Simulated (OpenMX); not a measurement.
Here is an OpenMX 3.8.5 calculation.

Contents of NbAs.dat:

```
System.CurrrentDirectory             ./
System.Name                          NbAs
DATA.PATH                            ./DFT_DATA13
level.of.stdout                      1
level.of.fileout                     1
Species.Number                       2
<Definition.of.Atomic.Species
  Nb  Nb7.0-s3p2d2           Nb_CA13
  As  As7.0-s3p2d2           As_CA13
Definition.of.Atomic.Species>

Atoms.Number                         4
Atoms.SpeciesAndCoordinates.Unit     FRAC
<Atoms.SpeciesAndCoordinates
    1  Nb    0.5000000000    0.0000000000    0.5000000000   6.500  6.500
    2  Nb    0.7500000000    0.7500000000    0.0000000000   6.500  6.500
    3  As    0.9160000000    0.4160000000    0.5000000000   7.500  7.500
    4  As    0.1660000000    0.1660000000    0.0000000000   7.500  7.500
Atoms.SpeciesAndCoordinates>

Atoms.UnitVectors.Unit               Ang
<Atoms.UnitVectors
    -1.7258500000    1.7258500000    5.8400000000
     1.7258500000   -1.7258500000    5.8400000000
     1.7258500000    1.7258500000   -5.8400000000
Atoms.UnitVectors>

scf.XcType                           LDA
scf.SpinPolarization                 off
scf.ElectronicTemperature            580.226
scf.energycutoff                     500.0
scf.maxIter                          100
scf.EigenvalueSolver                 band
scf.Kgrid                            11 11 11
scf.Mixing.Type                      rmm-diisk
scf.Init.Mixing.Weight               0.05
scf.Min.Mixing.Weight                0.001
scf.Max.Mixing.Weight                0.3
scf.Mixing.History                   25
scf.Mixing.StartPulay                8
scf.criterion                        1.0e-8
scf.stress.tensor                    on
MD.Type                              nomd
Band.dispersion                      on
Band.Nkpath                          11
<Band.kpath
   14   0.000000  0.000000  0.000000   -0.500000  0.500000  0.000000  G X
    4  -0.500000  0.500000  0.000000   -0.500000  0.500000 -0.043667  X Y
    9  -0.500000  0.500000 -0.043667   -0.271833  0.271833 -0.271833  Y S
   11  -0.271833  0.271833 -0.271833    0.000000  0.000000  0.000000  S G
    6   0.000000  0.000000  0.000000    0.500000  0.500000 -0.500000  G Z
    9   0.500000  0.500000 -0.500000    0.271833  0.728167 -0.728167  Z S1
    4   0.271833  0.728167 -0.728167    0.000000  0.500000 -0.500000  S1 N
   10   0.000000  0.500000 -0.500000   -0.250000  0.750000 -0.250000  N P
    4  -0.250000  0.750000 -0.250000    0.043667  0.956333 -0.500000  P Y1
   13   0.043667  0.956333 -0.500000    0.500000  0.500000 -0.500000  Y1 Z
    4  -0.500000  0.500000  0.000000   -0.250000  0.750000 -0.250000  X P
Band.kpath>
```

Potentials or basis: OpenMX 2013 LDA set, Nb7.0-s3p2d2, As7.0-s3p2d2, grid cutoff 500 Ry.

The run is started by

```bash
$ openmx NbAs.dat -nt 1 > NbAs.std
```

**Question.** Estimate the largest force.

**Answer.** 0.377 eV/Å.

**Question.** Estimate the pressure.

**Answer.** -3.0 GPa.

**Question.** What does it give for the Mulliken charges?

**Answer.** Nb +0.49; As -0.49 e.

**Question.** Predict the band gap along the path.

**Answer.** None (metal or under the smearing width).

Forces in eV/Å, atoms in the order of the input:
```
Nb   0.000  0.000 -0.370
Nb  -0.003 -0.003 -0.371
As   0.014 -0.032  0.375
As   0.008  0.008  0.322
```

Caveat: the basis of atomic orbitals isn't converged, which shifts pressures, moduli and gaps.
